Before a CsCl-type cell is relaxed, someone has to choose its starting size, and the quickest choice is to scale it from a chemical relative. That works if the relative has the same kind of electron count and a nitride isn't paired with a heavier compound. If those two conditions are ignored, the guess can even go in the wrong direction. These cells are a structure for comparison, not the ordinary phases of the compounds, so their sizes aren't those of real GaN or PbTe. Each cell was relaxed only within its cubic symmetry, so it need not be stable, even against small distortions.

DFT calculations with Ansatz 0.2.0 (r2SCAN, plane-wave PAW) for ten compounds in the CsCl structure, space group Pm-3m, relaxed to zero stress with the symmetry kept. No spin polarisation; cutoff 500 eV; Fermi–Dirac smearing of 0.02 eV. The results haven't been compared cell by cell with a second code. Valence electrons are counted per formula unit by group number, including the d shell for groups 3 to 12.

| formula | element on site A | Z A | element on site B | Z B | difference of Pauling electronegativities | valence electrons | shortest distance (Å) | k mesh | lattice a, r2SCAN (Å) | volume per atom, r2SCAN (Å³) |
| --- | --- | --- | --- | --- | --- | --- | --- | --- | --- | --- |
| AlN | Al | 13 | N | 7 | 1.43 | 8 | 2.239 | 8×8×8 | 2.585 | 8.64 |
| ZnS | Zn | 30 | S | 16 | 0.93 | 18 | 2.753 | 8×8×8 | 3.179 | 16.07 |
| GaN | Ga | 31 | N | 7 | 1.23 | 8 | 2.334 | 8×8×8 | 2.696 | 9.79 |
| GaP | Ga | 31 | P | 15 | 0.38 | 8 | 2.760 | 8×8×8 | 3.186 | 16.18 |
| InAs | In | 49 | As | 33 | 0.4 | 8 | 3.063 | 6×6×6 | 3.537 | 22.12 |
| SnSe | Sn | 50 | Se | 34 | 0.59 | 10 | 3.174 | 6×6×6 | 3.665 | 24.62 |
| SnTe | Sn | 50 | Te | 52 | 0.14 | 10 | 3.370 | 6×6×6 | 3.892 | 29.47 |
| HgTe | Hg | 80 | Te | 52 | 0.1 | 18 | 3.283 | 6×6×6 | 3.790 | 27.23 |
| PbSe | Pb | 82 | Se | 34 | 0.22 | 10 | 3.263 | 6×6×6 | 3.768 | 26.75 |
| PbTe | Pb | 82 | Te | 52 | 0.23 | 10 | 3.442 | 6×6×6 | 3.975 | 31.40 |

The simple pattern is that atoms with more electron shells are larger and sit further apart. From AlN to PbTe the shortest distance, which runs from the corner of the cube to its centre, grows from 2.24 to 3.44 Å. Three rows break the pattern. HgTe is 0.09 Å shorter than SnTe, although mercury has one shell more than tin. AlN and GaN are far smaller than the heavier compounds would suggest.

**Why HgTe is short**

The electrons have to be counted in the same way for every row. The column of valence electrons gives 18 for ZnS and HgTe because it includes ten d electrons that take little part in bonding. Without them, these two are octet compounds with eight electrons, like the nitrides, GaP and InAs. The tin and lead compounds have ten.

In an octet compound the eight electrons go mainly into states built from the s and p orbitals of the non-metal, which the metal atom helps to stabilise. Tin and lead bring two more electrons, which largely keep the character of the metal's own s shell. That shell mixes with the p orbitals of the neighbours and forms a bonding and an antibonding combination. When both are filled, the gain in bonding is largely cancelled, while the repulsion between filled shells remains. The neighbours are therefore held further away. This is the standard picture of the s² pair in Sn and Pb compounds. It holds only roughly here, because all ten cells are metallic or semimetallic: their bands overlap in energy, by 0.6 eV in PbSe and by as much as 3.8 eV in GaP, so the states aren't cleanly filled or empty. The table itself shows only that, at equal numbers of shells, the longer distances go with the higher count.

Two comparisons at equal numbers of shells show the size of the effect. The distance grows by 0.11 Å from InAs to SnSe and by 0.16 Å from HgTe to PbTe. In both cases the total nuclear charge rises too, which on its own would tend to pull the shells inwards. ZnS and GaP serve as a control, with equal shells and equal electron count but very different polarity. Their distances agree within 0.01 Å.

The odd order of HgTe and SnTe can now be followed in two steps. Going from SnTe to PbTe adds a shell to the metal and lengthens the distance by only 0.07 Å. Going from PbTe to HgTe removes the extra pair and shortens it by 0.16 Å. The second step outweighs the first, so HgTe ends up below SnTe.

**A smooth model**

Let d be the shortest distance in Å, n the sum of the outer shell numbers of the two atoms, and p equal to 1 for the tin and lead compounds and 0 otherwise. A least-squares fit to the eight compounds without nitrogen gives

d ≈ 1.83 + 0.134 n + 0.147 p

For HgTe, mercury contributes 6 and tellurium 5, so n = 11 and p = 0. The model gives d ≈ 1.83 + 0.134 × 11 ≈ 3.30 Å, against 3.28 Å computed. The cube edge is 2d/√3, so the model's distance corresponds to an edge of about 3.81 Å, while the relaxed cell has 3.79 Å. HgTe was one of the fitted rows, so this shows that it fits in with the other octet compounds, not that it was predicted.

The model does less well on the odd order of HgTe and SnTe. It puts HgTe only 0.01 Å below SnTe, against 0.09 Å computed, because an average shell step almost cancels the shift for the extra pair. Most of the shortfall arises because the real step from tin to lead is much smaller than the average one. The size of this break therefore depends on both the extra pair and that small step.

The typical miss over the eight rows is 0.03 Å, and it rises to about 0.045 Å when each row is predicted from the other seven. With three constants for eight rows, that is a useful description and no more. Replacing the extra pair by the difference of electronegativities more than doubles the typical miss. The printed output below lists the misses of the model with the extra pair row by row, and the overall miss of both models.

**Why the nitrides fall off the line**

Extended to the nitrides, the model gives distances that are too long by 0.26 Å for AlN and 0.30 Å for GaN, about 12 % of the computed values. Both lie beyond the fitted range, but the direct comparison points the same way. Replacing nitrogen by phosphorus next to gallium lengthens the distance by 0.43 Å, more than twice what the step from selenium to tellurium adds next to tin or lead. Replacing aluminium by gallium next to nitrogen adds only 0.10 Å, so the jump belongs to the nitrogen and not to the metal.

The likely cause, which the table doesn't test, lies in the free atom. The outer p electrons of nitrogen are in the 2p shell, and no p shell lies beneath it. In phosphorus the 3p electrons must stay orthogonal to a filled 2p shell, which pushes them outwards. From phosphorus downwards every non-metal has such an inner p shell, so later steps are gentler. The first step down a group of non-metals is therefore the large one.

The error matters more in volume than in length. For GaN the model distance is 1.127 times the computed one, and 1.127³ ≈ 1.43. A starting cell for GaN taken from this model would have a volume more than 40 % too large.

**Where one step for every shell is too crude**

The model gives a shell the same weight on either atom, and the tin and lead compounds show that this is only an average. Going from selenium to tellurium costs 0.18 to 0.20 Å, while going from tin to lead costs 0.07 to 0.09 Å. SnTe therefore comes out too short in the model and PbSe too long, each by 0.05 to 0.06 Å.

The small step to lead has a well-known origin. Between tin and lead the 4f shell is filled, and it screens the growing nuclear charge poorly. Relativity also draws in the outer s electrons of such heavy atoms. Lead is thus only slightly larger than tin, despite its additional shell.

**What to do**

Sort the compounds by electron count first, leaving out filled d shells, then scale within one group, and take a nitride only from another nitride. The table also holds one square of compounds, SnSe, SnTe, PbSe and PbTe, on which the two separate changes can be added instead of using an average step. For PbTe this gives 3.370 + 3.263 − 3.174 = 3.459 Å, within 0.02 Å of the computed distance. The miss has the same size whichever corner is left out. The fitted model is closer for SnSe and PbTe but misses SnTe and PbSe by 0.05 to 0.06 Å, even though all four were among its fitted rows. A single square can't show that the sum works as well elsewhere.

One question stays open. Mercury's outer s shell is also drawn in by relativity and the filled 4f shell, so part of the shortness of HgTe may belong to mercury itself. The change that goes with the extra pair is 0.05 Å larger between HgTe and PbTe than between InAs and SnSe. That is no more than the model's own larger misses, and from InAs to SnSe the non-metal changes as well as the metal, so mercury's share can't be told apart here.

The analysis program printed:

```
fit of d on 8 rows (nB > 2): constant 1.829 +/- 0.091, coefficient of shells 0.1337 +/- 0.011, coefficient of extra 0.147 +/- 0.031; rms 0.03, worst SnTe -0.0577, leave-one-out rms 0.0448
  rows outside the fit (model, value, miss): AlN 2.497, 2.239, 0.258; GaN 2.631, 2.334, 0.297
fit of d on 8 rows (nB > 2): constant 1.629 +/- 0.37, coefficient of shells 0.1622 +/- 0.033, coefficient of chi_difference 0.02488 +/- 0.19; rms 0.07, worst HgTe 0.133, leave-one-out rms 0.108
  rows outside the fit (model, value, miss): AlN 2.475, 2.239, 0.236; GaN 2.633, 2.334, 0.299
Shell model with extra pair, distances in Å:
   row  sum of shells  extra pair  computed  model  model less computed  miss in percent
   AlN              5           0     2.239  2.497                0.258            11.52
   ZnS              7           0     2.753  2.764              0.01127           0.4093
   GaN              6           0     2.334  2.631               0.2966            12.71
   GaP              7           0      2.76  2.764             0.004269           0.1547
  InAs              9           0     3.063  3.032             -0.03142           -1.026
  SnSe              9           1     3.174  3.179             0.004596           0.1448
  SnTe             10           1      3.37  3.312             -0.05775           -1.714
  HgTe             11           0     3.283  3.299              0.01588           0.4838
  PbSe             10           1     3.263  3.312              0.04925            1.509
  PbTe             11           1     3.442  3.446             0.003904           0.1134
Rms miss of polarity model over that of pair model, eight rows without N: 2.335
Distance GaP less GaN, Å: 0.426
Distance GaN less AlN, Å: 0.095
Distance SnTe less SnSe, Å: 0.196
Distance PbTe less PbSe, Å: 0.179
Distance PbSe less SnSe, Å: 0.089
Distance PbTe less SnTe, Å: 0.072
Distance HgTe less SnTe, Å: -0.087
Distance SnSe less InAs (equal shells), Å: 0.111
Distance PbTe less HgTe (equal shells), Å: 0.159
Distance GaP less ZnS (equal shells and octet count), Å: 0.007
```
